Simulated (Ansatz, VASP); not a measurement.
## Bi: VASP beside Ansatz

```
Bi
1.0
     3.27516    0.00000    0.00000
     0.00000    3.27516    0.00000
     0.00000    0.00000    3.27516
Bi
1
Direct
  0.00000 0.00000 0.00000
```

Alike in both runs: functional PBE; k mesh 16 × 16 × 16; occupations gaussian, width 0.1 eV; no spin polarisation.

Ansatz relaxed the structure, and its values are those at the end. VASP's run is a single point on that final structure, the one shown.

|  | VASP | Ansatz |
| --- | --- | --- |
| version | VASP 6.6.1 | Ansatz 0.2.0 |
| potentials or method | VASP PAW PBE potentials, release 64 (Bi_d) | scalar-relativistic, plane waves, PAW |
| plane-wave cutoff (eV) | 520 | 420 |
| valence electrons in the cell | 15 | 15 |

|  | VASP | Ansatz | Ansatz less VASP |
| --- | --- | --- | --- |
| gap on the k mesh at the Fermi level (eV) | none | none | - |
| pressure (GPa) | -0.1 | 0.0 | +0.06 |

A gap of «none» marks a metal or a gap that the smearing closes.

Caveats: spin-orbit coupling is left out, which moves the levels of the heavy elements.
